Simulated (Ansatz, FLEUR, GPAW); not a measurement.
# Equation of state of TiC under LDA

It takes space group Fm-3m (No. 225, cubic). Conventional cell: a = 4.331 Å, b = 4.331 Å, c = 4.331 Å, α = 90.00°, β = 90.00°, γ = 90.00°. Around Ti (site symmetry m-3m) lie 6 C at 2.17 Å. C (site symmetry m-3m) has 6 Ti at 2.17 Å as nearest neighbours.

The cell is a database's computed one, not the measured one.

The cell was scaled at fixed shape and fractions and run with Ansatz, Ansatz PAW, cutoff 420 eV; LDA, k mesh 11 × 11 × 11 on the cell of 2 atoms, fermi-dirac occupations of 0.05 eV, no spin polarisation, no spin-orbit coupling. The potentials were made for PBE. Energies are those that the program minimises, any entropy of the smearing included. For a metal such a mesh isn't converged to the digits shown.

```tsv
V (Å³/atom)	energy over the lowest row (meV/atom)
9.5485	0.81
9.7516	0.00
9.9548	?
10.1580	19.38
10.3611	38.11
10.5643	62.16
10.7674	90.91
```

Question: Fit the third-order Birch-Murnaghan form, give V0, B0 and B′, and predict the energy left open.

Answer: With y = (V0/V)^(2/3), E = E0 + (9 V0 B0/16) [(y - 1)³ B′ + (y - 1)² (6 - 4y)]. Least squares through the rows shown give V0 = 9.6706 Å³/atom, E0 = -0.58 meV, B0 = 282.7 GPa (1 eV/Å³ = 160.218 GPa) and B′ = 4.07, with a largest miss of 0.02 meV. At V = 9.9548 the form with these constants gives 6.44 meV; the run gave 6.43 meV an atom. Other set-ups at this level, from all their volumes (Å³/atom, GPa): Ansatz, JTH PAW LDA: V0 9.699, B0 282.2; Ansatz, PseudoDojo LDA: V0 9.685, B0 282.7; FLEUR, all-electron, FLAPW: V0 9.668, B0 282.9; GPAW, the program's PAW data sets (release 1.2.1) made for this functional: V0 9.723, B0 282.7. Measured volume: 10.13 Å³/atom (a printed reference work), so the fit lies -4.5 % from it. The runs are for a static lattice.
